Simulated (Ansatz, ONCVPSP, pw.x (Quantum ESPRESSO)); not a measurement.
**Which Ta potential is closest to all-electron in the sc crystal?**

All use PBE, scalar-relativistic, no spin, cutoffs from each file’s atomic test, pw.x 7.5; 12³ k-points, Fermi–Dirac smearing 0.01 Ry. Δ is the rms difference from all-electron LAPW of the E(V) curves that follow from fits to the pressures, over ±6 % in volume. Mesh and smearing are coarse and serve the comparison alone. The files are a selection: those with a ghost or negative overlap were mostly not run, and those with noisy or unconverged pressures or nearly equal Δ are left out.

All-electron: a0 = 2.742 Å (V0 = 20.63 Å³/atom), B0 = 143.1 GPa.

Problem. Rank them by Δ, smallest first.
A. optimised norm-conserving Vanderbilt (ONCV), ONCVPSP 4.0.1.1 (patched build), PBE; core [Xe] 4f14, reference 5d3 6s1.5; waves: 6s: rc 2.60 bohr, ncon 3, nbas 6, qcut 2.5 1/bohr, 3 projectors, debl 2.5 Ha; p scattering state at 0.42 Ha: rc 2.85 bohr, ncon 4, nbas 7, qcut 3.4 1/bohr, 2 projectors, debl 1.8 Ha; 5d: rc 2.95 bohr, ncon 3, nbas 7, qcut 5 1/bohr, 2 projectors, debl 1.1 Ha; local part: polynomial inside 2.00 bohr (lpopt 5, dvloc0 -1 Ha); core correction: Teter function, fcfact 3.25, rcfact 1.55. In the p channel the program set the typed energies aside and used 0.050, 1.850 Ha.
B. optimised norm-conserving Vanderbilt (ONCV), ONCVPSP 4.0.1.1 (patched build), PBE; core [Kr] 4d10 4f14, reference 5s2 5p6 5d3 6s1 6p1; waves: 5s+6s: rc 1.45 bohr, ncon 4, nbas 7, qcut 6.9 1/bohr, 2 projectors; 5p+6p: rc 2.60 bohr, ncon 4, nbas 9, qcut 5.6 1/bohr, 2 projectors; 5d: rc 1.90 bohr, ncon 4, nbas 8, qcut 5.7 1/bohr, 2 projectors, debl 1.1 Ha; local part: polynomial inside 1.05 bohr (lpopt 5, dvloc0 -1 Ha); core correction: Teter function fitted to the true core (icmod 2), fcfact 0.55.
C. optimised norm-conserving Vanderbilt (ONCV), ONCVPSP 4.0.1.1 (patched build), PBE; core [Kr] 4d10 4f14, reference 5s2 5p6 5d3 6s2; waves: 5s+6s: rc 1.70 bohr, ncon 4, nbas 8, qcut 7 1/bohr, 2 projectors; 5p: rc 1.75 bohr, ncon 3, nbas 8, qcut 8.7 1/bohr, 2 projectors, debl 0.6 Ha; 5d: rc 3.05 bohr, ncon 4, nbas 9, qcut 6.2 1/bohr, 2 projectors, debl 0.9 Ha; f scattering state at 0.45 Ha: rc 2.30 bohr, ncon 4, nbas 7, qcut 4.6 1/bohr, 1 projector; local part: polynomial inside 1.70 bohr (lpopt 5, dvloc0 0 Ha); core correction: polynomial model core, fcfact 0.45. In the p channel the program set the typed energies aside and used -1.448, 0.250 Ha.

Solution. C (2.9 meV/atom), A (3.9 meV/atom), B (7.7 meV/atom).
